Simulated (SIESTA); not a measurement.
**MnS under changes of volume**

One of the cells (18.021 Å³/atom); the others are scaled copies at fixed shape and fractional positions:

```
CELL_PARAMETERS angstrom
0.00000 2.62175 2.62175
2.62175 0.00000 2.62175
2.62175 2.62175 0.00000
ATOMIC_POSITIONS crystal
Mn 0.00000 0.00000 0.00000
S 0.50000 0.50000 0.50000
```

| Property | Result |
| --- | --- |
| Program | SIESTA 5.4.2 |
| Functional | PBE |
| Potentials or basis | PseudoDojo 0.4 standard (PBE files) |
| Basis | DZP (energy shift 0.003 Ry; two zetas on semicore shells) |
| Grid cutoff | 800 Ry |
| Energy shift | 0.003 Ry |
| k mesh | 9 × 9 × 9 |
| Occupations | fermi-dirac, width 0.05 eV |
| Spin | collinear spin, ferromagnetic start |
| Starting moments | [4.0, 0.0] μB |

```tsv
volume (Å³/atom)	energy over the lowest point (meV/atom)	pressure (GPa)	moment (μB per cell)
16.607	?	?	?
16.961	0.62	1.0	4.69
17.314	0.00	-0.4	4.74
18.021	6.15	-2.5	4.83
18.374	12.75	-3.5	4.86
18.727	21.57	-4.4	4.89
```

Task: What does the run at 16.607 Å³/atom give?

Result: Energy over the lowest point 4.38 meV/atom; pressure 2.2 GPa; moment 4.64 μB per cell.

Worked out: A Birch-Murnaghan fit of order 3 (a polynomial in V^(-2/3)) to the other rows has its minimum at 17.22 Å³/atom with B0 = V·E''(V) = 56 GPa (rough, since the energies scatter). It gives 3.81 meV/atom at 16.607 Å³/atom, against the run's 4.38, and -dE/dV = 2.0 GPa, against 2.2. A parabola through the other rows of the moment, of slope 0.174 μB per Å³/atom there, extrapolates to 4.63 μB, against the run's 4.64.

Energies are extrapolated to zero smearing.

Caveats: short orbitals over semicore shells can move pressures by several GPa; the basis of atomic orbitals isn't converged, which shifts pressures, moduli and gaps; a cell with one magnetic atom can't hold antiferromagnetic order, which such compounds often take.
